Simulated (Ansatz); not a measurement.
Crystal: Al2Cu (Khatyrkite).

```xyz
6
Lattice="-3.0335 3.0335 2.4385 3.0335 -3.0335 2.4385 3.0335 3.0335 -2.4385" Properties=species:S:1:pos:R:3 pbc="T T T"
Cu    0.0000    0.0000    1.2192
Cu    0.0000    0.0000    3.6578
Al    0.9592    2.0743    0.0000
Al   -0.9592    2.0743    2.4385
Al    2.0743    0.9592    2.4385
Al    3.9927    0.9592    0.0000
```

Program: Ansatz 0.2.0. Alike in all runs: task band structure; potentials or basis Ansatz PAW; no spin polarisation; cell as given; k mesh 7 × 7 × 7; cutoff (eV) 420; smearing fermi-dirac 0.05 eV.

Order these runs on this cell by their pressure, lowest first.
A. level BLYP
B. level LDA
C. level revPBE
D. level PBEsol

B (-6.4 GPa), D (-3.5 GPa), C (1.5 GPa), A (3.9 GPa).

Caveats: the PAW data sets come from PBE, with cores solved anew for the run's functional, which leaves a small shift of forces and pressure.

Runs at the PBE level aren't shown here.
